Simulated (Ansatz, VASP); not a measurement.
## One calculation of N, two programs

```
CELL_PARAMETERS angstrom
2.33887 0.00000 0.00000
-1.16944 2.02552 0.00000
0.00000 0.00000 2.27067
ATOMIC_POSITIONS crystal
N 0.33333 0.66667 0.75000
N 0.66667 0.33333 0.25000
```

Change from the starting cell: volume scaled by 0.8.

Alike in both runs: functional PBEsol; dispersion D3(BJ); k mesh 12 × 12 × 11; occupations fermi-dirac, width 0.01 eV; no spin polarisation.

|  | VASP | Ansatz |
| --- | --- | --- |
| version | VASP 6.6.1 | Ansatz 0.2.0 |
| potentials or method | VASP PAW PBE potentials, release 64 (N), cutoff 520 eV | all-electron LAPW, scalar-relativistic |
| task | single point | atomic charges |

VASP gave:

- gap on the k mesh at the Fermi level (eV): none
- pressure (GPa): 66.4
- largest component of the traceless stress (GPa): 3.82
- dispersion energy (meV/atom): -118.9

**Question.** What did Ansatz give for the same quantities?

**Answer.** gap on the k mesh at the Fermi level (eV): none; pressure (GPa): 66.1; largest component of the traceless stress (GPa): 3.69; dispersion energy (meV/atom): -119.0.

A gap of «none» marks a metal or a gap that the smearing closes. Ansatz ran all-electron here, so the differences hold the error of VASP's frozen core and of both bases.

Caveats: pairwise dispersion overbinds metals, which lowers pressure and volume; the cell as given lies far from equilibrium (VASP); so large a pressure means that the cell lies far from this level's equilibrium, or that cutoff or potentials fall short (VASP); the potentials were made for another functional, which shifts forces and pressure (VASP).
